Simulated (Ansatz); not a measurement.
# Hg: the cost of one run

Program: Ansatz 0.2.0. Level of theory: DFT LDA, scalar-relativistic. These are calculated values, not measurements.

**1. The starting structure**

Symmetry: R-3m, No. 166, trigonal system. Conventional cell: a = 3.460 Å, b = 3.460 Å, c = 6.702 Å, α = 90.00°, β = 90.00°, γ = 120.00°. Hg (site symmetry -3m) is surrounded by 6 Hg at 3.00 Å.

Coordinates:

```xyz
1
Lattice="1.7300 0.9988 2.2340 -1.7300 0.9988 2.2340 0.0000 -1.9976 2.2340" Properties=species:S:1:pos:R:3 pbc="T T T"
Hg    0.0000    0.0000    0.0000
```

**2. After the deformation**

Space group R-3m before, R-3m after.

**3. Full-potential LAPW**

The input, input.yaml:

```yaml
crystal:
  lattice:
    - [1.7646004644, 1.0187925532, 2.234]
    - [-1.7646004644, 1.0187925532, 2.234]
    - [0.0, -2.0375851062, 2.234]
  atoms:
    - { symbol: Hg, position: [0.0, 0.0, 0.0] }
kpoints:
  mp_grid: { grid: [12, 12, 12] }
  band_path:
    path:
      - [0.0, 0.0, 0.0]
      - [0.5, 0.5, 0.5]
      - [0.6946852319, 0.3053147681, 0.5]
      - [0.5, -0.3053147681, 0.3053147681]
      - [0.5, 0.0, 0.0]
      - [0.0, 0.0, 0.0]
      - [0.4026573841, -0.4026573841, 0.0]
      - [0.5973426159, 0.0, 0.4026573841]
      - [0.5, 0.0, 0.5]
    npoints: 5
scf:
  occupations: { method: fermi_dirac, width: 0.03 }
hamiltonian:
  xc: lda
  pseudopotentials: { kind: all_electron, lapw: { basis_error: 0.0005 } }
output:
  forces: true
  stress: true
  eigenvalues: true
```

Run with:

```bash
$ ansatz run input.yaml --threads 1 --pin off --max-ram 3072MiB --backend cpu --events-out ev --progress --plain --runs-dir out
```

Q: Estimate wall time and peak memory on 1 thread of Intel Xeon Platinum 8488C (Sapphire Rapids), shared host.

About 15 s, with a peak of 0.45 GiB.
